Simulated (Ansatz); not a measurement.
This is a relaxation of cell and atoms with the PAW code Ansatz on CdSe (4H polytype); the level of theory is r2SCAN. It starts from the PBE minimum.

Input file:
```yaml
crystal:
  lattice:
    - [4.3826972658, 0.0, 0.0]
    - [-2.1913486329, 3.7955271692, 0.0]
    - [0.0, 0.0, 14.3053196375]
  atoms:
    - { symbol: Cd, position: [0.0, 0.0, -0.0001635496] }
    - { symbol: Cd, position: [0.3333333333, 0.6666666667, 0.2499698784] }
    - { symbol: Cd, position: [0.0, 0.0, 0.4998364504] }
    - { symbol: Cd, position: [0.6666666667, 0.3333333333, 0.7499698784] }
    - { symbol: Se, position: [0.0, 0.0, 0.1874660271] }
    - { symbol: Se, position: [0.3333333333, 0.6666666667, 0.437727644] }
    - { symbol: Se, position: [0.0, 0.0, 0.6874660271] }
    - { symbol: Se, position: [0.6666666667, 0.3333333333, 0.937727644] }
kpoints:
  mp_grid: { grid: [6, 6, 2] }
hamiltonian:
  xc: r2scan
scf:
  occupations: { method: fermi_dirac, width: 0.02 }
relax:
  f_tol: 0.005
  cell: {}
```

Run as `ansatz run input.yaml --threads 4 --pin off --max-ram 7372MiB --backend cpu --events-out ev --progress --plain --runs-dir out`.

Q: It ran on 4 threads of Intel(R) Xeon(R) Processor @ 2.70GHz (shared host). About how long did it take, and what peak of host memory did it reach?

A: About 61 s, with a peak of 1.2 GiB.

Output, abridged:
```
Functional definition: r2SCAN
Crystal: 8 atoms, lattice volume = 237.964 Å³
Basis set: ecut = 500 eV, 5987 PW (Γ)
Bands: 87, of which v1, the nominal top of the filled ones, is band 72 counted from 1 (71 counted from 0)
Symmetry: 12 space group operations
Space group: P63mc (ITA 186)
k-points: 14 of 72
preconditioner: auto → Resta (q_TF=auto, 2.509 Å⁻¹)  ε∞=3.7  [insulator: Δε(μ)=1.008 eV  σ=0.020 eV  ℏωp=20.4 eV]
relax step 1: F+E_penalty+E_count = -54991.30682011 eV  max|allowed force component| = 4.403e-3 eV/Å  Δτ_max = 0.0000 Å  P = -1.460 GPa  Ω = 237.964 Å³
relax step 2: F+E_penalty+E_count = -54991.32745638 eV  max|allowed force component| = 6.706e-3 eV/Å  Δτ_max = 0.0012 Å  P = +1.087 GPa  Ω = 226.273 Å³
relax step 3: F+E_penalty+E_count = -54991.34159088 eV  max|allowed force component| = 9.048e-4 eV/Å  Δτ_max = 0.0009 Å  P = -0.055 GPa  Ω = 231.119 Å³
relax step 4: F+E_penalty+E_count = -54991.34168989 eV  max|allowed force component| = 1.238e-4 eV/Å  Δτ_max = 0.0001 Å  P = -0.003 GPa  Ω = 230.882 Å³
relax step 5: F+E_penalty+E_count = -54991.34021933 eV  max|allowed force component| = 1.215e-4 eV/Å  Δτ_max = 0.0000 Å  P = -0.009 GPa  Ω = 230.882 Å³  (SCF on a basis re-selected at this cell)
SCF converged after 5 iterations
Free energy (F): -54991.340219 eV
Fermi energy:    7.358193 eV
--- Per-component energies (eV) ---
  E_band       = -3755.382879
  E_kinetic    = 2496.535015
  E_local      = -25780.280110
  E_nonlocal   = -2242.642070
  E_hartree    = 12253.000196
  E_xc         = -1066.182289
  E_vxc        = -1406.109017
  E_paw        = -24125.693855
  E_vpaw       = -1418.966097
  E_vtau       = 90.079805
  E_ewald      = -16516.758127
  E_core_change = -9.318164
--- Stress (GPa, compression-positive) ---
       -0.008657       0.000000       0.000000
        0.000000      -0.008657       0.000000
        0.000000       0.000000      -0.008742
  P = ⅓ Tr σ = -0.0087 GPa (-0.087 kbar)
--- Relaxed structure (4 steps of the walk, 4 accepted, 1 SCFs on fresh bases) ---
  F+E_penalty+E_count = -54991.34021933 eV   max|allowed force component| = 1.215e-4 eV/Å
  cell:  # Å, volume = 230.8821 Å³
    - [4.339285, 0.000000, 0.000000]
    - [-2.169642, 3.757931, 0.000000]
    - [0.000000, 0.000000, 14.158699]
  atoms:
    - { symbol: Cd, position: [0.000000, 0.000000, -0.000202] }
    - { symbol: Cd, position: [0.333333, 0.666667, 0.249962] }
    - { symbol: Cd, position: [0.000000, 0.000000, 0.499798] }
    - { symbol: Cd, position: [0.666667, 0.333333, 0.749962] }
    - { symbol: Se, position: [0.000000, 0.000000, 0.187500] }
    - { symbol: Se, position: [0.333333, 0.666667, 0.437739] }
    - { symbol: Se, position: [0.000000, 0.000000, 0.687500] }
    - { symbol: Se, position: [0.666667, 0.333333, 0.937739] }
```

The walk took 4 steps and changed the volume by -3.0 %. The last SCF, on a fresh basis, lies 4.2 meV an atom below the first. Final cell: it is hexagonal, P6_3mc (No. 186); a = 4.339 Å, c = 14.159 Å in the conventional setting, 28.86 Å³ an atom. Cd has 4 Se at 2.65–2.66 Å; Cd has 4 Se at 2.66 Å; Se has 4 Cd at 2.66 Å; Se has 4 Cd at 2.65–2.66 Å.

These are computed values for a spin-unpolarised cell that may be hypothetical; none is a measurement.
